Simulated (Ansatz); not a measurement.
Ansatz input file:

```yaml
crystal:
  lattice:
    - [0.0, 2.266243065, 2.266243065]
    - [2.266243065, 0.0, 2.266243065]
    - [2.266243065, 2.266243065, 0.0]
  atoms:
    - { symbol: Li, position: [0.25, 0.25, 0.25] }
    - { symbol: Li, position: [0.75, 0.75, 0.75] }
    - { symbol: O, position: [0.0, 0.0, 0.0] }
basis:
  ecutwfc: 420
kpoints:
  mp_grid: { grid: [8, 8, 8] }
hamiltonian:
  xc: pbe
scf:
  occupations: { method: gaussian, width: 0.02 }
output:
  forces: true
  stress: true
  eigenvalues: true
  populations: true
```

It can be run as
```bash
ansatz run input.yaml --threads 1 --pin off --backend cpu --events-out ev --progress --plain --runs-dir out  # memory cap (--max-ram) not shown
```

Theory: Ansatz 0.2.0, DFT PBE, scalar-relativistic, plane waves, PAW.

Abridged output (final results; tables in files aren't shown):

```
SCF 1 converged in 6 iterations: F = -979.838790 eV  dr2 = 2.83e-9
SCF converged after 6 iterations
Free energy (F): -979.838790 eV
Harris-Foulkes:  -979.838790 eV  (|F-HF|=2.22e-9)
Internal energy: -979.838790 eV  (E = F + TS)
E sigma→0 (E₀):  -979.838790 eV
Fermi energy:    5.887054 eV
--- Per-component energies (eV) ---
  E_band       = -168.873055
  E_kinetic    = 224.137058
  E_local      = -554.667079  (includes V_loc(G=0)·N_el)
  E_nonlocal   = -17.899375
  E_hartree    = 183.102269
  E_xc         = -97.960388
  E_vxc        = -125.402772  (∫ρ·V_xc dr)
  E_paw        = -200.393453  (= ΣΔE_a)
  E_vpaw       = -61.246933  (= ΣTr[D̂ρ^β])
  E_aug_tail   = 0.002559  (compensation charges beyond the density's cutoff)
  E_ewald      = -516.160380
  E_smearing   =  0.000000  (= −TS)
--- Forces (eV/Å), atoms counted from 1 ---
  atom   1  Li     0.00000000     0.00000000     0.00000000
  atom   2  Li     0.00000000     0.00000000     0.00000000
  atom   3  O      0.00000000     0.00000000     0.00000000
--- Stress (GPa, compression-positive) ---
        5.479215       0.000000       0.000000
        0.000000       5.479215       0.000000
        0.000000       0.000000       5.479215
  P = ⅓ Tr σ = 5.4792 GPa (54.792 kbar)
--- Band table (eV; the first three rows and the last of 29) ---
  k-point 0: bands = ["-39.5135", "-39.1185", "-12.1999", "3.3359", "3.3359", "3.3359", "9.0328", "15.6100", "15.6100", "15.6100"]
  k-point 1: bands = ["-39.4960", "-39.1312", "-12.1698", "2.8043", "3.2584", "3.2584", "9.4441", "15.6652", "15.8389", "15.8389"]
  k-point 2: bands = ["-39.4471", "-39.1684", "-12.0928", "1.7126", "3.0829", "3.0829", "10.4418", "15.5171", "16.1095", "16.1095"]
  k-point 28: bands = ["-39.2930", "-39.2930", "-11.9156", "1.3828", "1.7786", "1.7786", "10.7308", "14.2079", "18.1155", "18.1155"]
--- Löwdin populations: 3 sites ---
  site symbol q [e]
     0     Li      2.2745
     1     Li      2.2745
     2      O      7.2967
  spilling = 0.012852 (of n_electrons = 12.000000)
```

The calculation finished and met its thresholds.